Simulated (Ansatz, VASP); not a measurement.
**One calculation of SnSe, two programs**

```
CELL_PARAMETERS angstrom
0.00000 3.06903 3.06903
3.06903 0.00000 3.06903
3.06903 3.06903 0.00000
ATOMIC_POSITIONS crystal
Sn 0.00000 0.00000 0.00000
Se 0.50000 0.50000 0.50000
```

Measurements of this composition are mostly on another form, of space group No. 62.

Alike in both runs: task single point; functional revPBE; k mesh 8 × 8 × 8; occupations fermi-dirac, width 0.05 eV; no spin polarisation.

```csv
,VASP,Ansatz
version,VASP 6.6.1,Ansatz 0.2.0
potentials or method,"VASP PAW PBE potentials, release 64 (Sn_d, Se)",Ansatz PAW
plane-wave cutoff (eV),520,420
valence electrons in the cell,20,30
```

```csv
,VASP,Ansatz,Ansatz less VASP
gap on the k mesh at the Fermi level (eV),0.31,0.31,-0.001
least direct gap on the mesh (eV),0.31,0.31,-0.001
pressure (GPa),-0.7,-0.7,+0.01
```

With one functional, cell and mesh, what is left measures potentials, basis and numerics. The two sets of potentials don't hold the same shells in valence.

Caveats: spin-orbit coupling is left out, which moves the levels of the heavy elements; the PAW data sets were made with another functional, which shifts forces and pressure a little (VASP); the PAW data sets come from PBE, with cores solved anew for the run's functional, which leaves a small shift of forces and pressure (Ansatz).
